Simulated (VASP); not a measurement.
Wanted: the native input for a VASP 6.6.1 run.

```yaml
Task: relaxation of cell and atoms
Functional: LDA
Potentials_or_basis: VASP PAW LDA potentials, release 64 (Sb)
Cutoff: 600 eV
k_mesh: 12 × 12 × 10
Occupations: methfessel-paxton, width 0.1 eV
Spin: no spin polarisation
Further_INCAR_settings: ALGO = Normal; EDIFF = 1e-06; IBRION = 2; EDIFFG = -0.01; NSW = 90; ISIF = 3
```

The structure of Sb lies in POSCAR:

```
Sb
1.0
    2.1542000000      1.2437279499      3.7580000000
   -2.1542000000      1.2437279499      3.7580000000
    0.0000000000     -2.4874558998      3.7580000000
Sb
2
Direct
    0.2334900000      0.2334900000      0.2334900000
    0.7665100000      0.7665100000      0.7665100000
```

The input as run:

INCAR

```
PREC = Accurate ; ENCUT = 600
EDIFF = 1E-6 ; ISMEAR = 1
SIGMA = 0.1 ; LREAL = False
LASPH = True ; NELM = 80
ALGO = Normal ; ISIF = 3
LWAVE = False ; LCHARG = False
IBRION = 2 ; NSW = 90
EDIFFG = -0.01
```

KPOINTS

```
Automatic mesh
0
Gamma
  12 12 10
```

Potentials or basis: VASP PAW LDA potentials, release 64 (Sb).

The run is started by

```console
$ cat potpaw_LDA.64/Sb/POTCAR > POTCAR
$ mpirun -np 1 vasp_std > vasp.out
```

Results of the run:

* Relaxed volume: 29.20 Å³/atom
* Relaxed cell: a = 4.412 Å, b = 4.412 Å, c = 4.412 Å, α = 58.33°, β = 58.33°, γ = 58.33°
* Space group after relaxing (to 0.05 Å): R-3m (No. 166)
* Energy gained by relaxing: 6.1 meV/atom
* Ionic steps: 9
* Pressure after relaxing: 0.0 GPa
* Largest force after relaxing: 0.005 eV/Å
* Band gap on the k mesh: none (metal or under the smearing width)

It took 9.9 min on 1 thread of AMD EPYC 7R13 Processor (Zen 3) (shared host), peak memory 0.33 GiB.
